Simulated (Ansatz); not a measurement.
# Pressure against volume: SnSe

```
Sn Se
1.0
     0.00000    3.38892    3.38892
     3.38892    0.00000    3.38892
     3.38892    3.38892    0.00000
Sn Se
1 1
Cartesian
  0.0000 0.0000 0.0000
  1.6945 1.6945 1.6945
```

The structure comes from a relaxation in the same program, started in the zincblende type, and has space group F-43m. Whether it is a known phase or the ground state wasn't checked.

No spin–orbit coupling, which matters for the heavy atoms here.

All numbers are computed: DFT, PBE, all-electron LAPW, scalar-relativistic (Ansatz 0.2.0); DFT, PBE, PAW with Ansatz's default frozen-core files, scalar-relativistic (Ansatz 0.2.0).

For LAPW: a Γ-centred 12×12×12 k mesh, Fermi–Dirac smearing of 0.05 eV, basis error target 1 meV/atom, no spin polarisation. PAW takes a cutoff of 420 eV at this cell. The Ansatz runs share mesh, smearing and spin set-up. Plane-wave (PAW) pressures include the program's estimate of the Pulay term.

The cell above is scaled evenly, with fractional coordinates and shape held.

(1) Estimate the equilibrium volume and bulk modulus that full-potential LAPW gives for this fixed shape.

Answers

(1) V0 = 38.93 Å³/atom, B0 = 30 GPa, B0′ = 3.6, from a third-order Birch–Murnaghan fit to these pressures:
```tsv
V/V(cell)	V (Å³/atom)	P, LAPW (GPa)	P, PAW (GPa)
0.9405	36.605	2.09	2.09
0.9700	37.754	0.99	0.99
1.0000	38.921	0.01	0.01
1.0300	40.089	-0.85	-0.85
1.0600	41.256	-1.59	-1.59
```
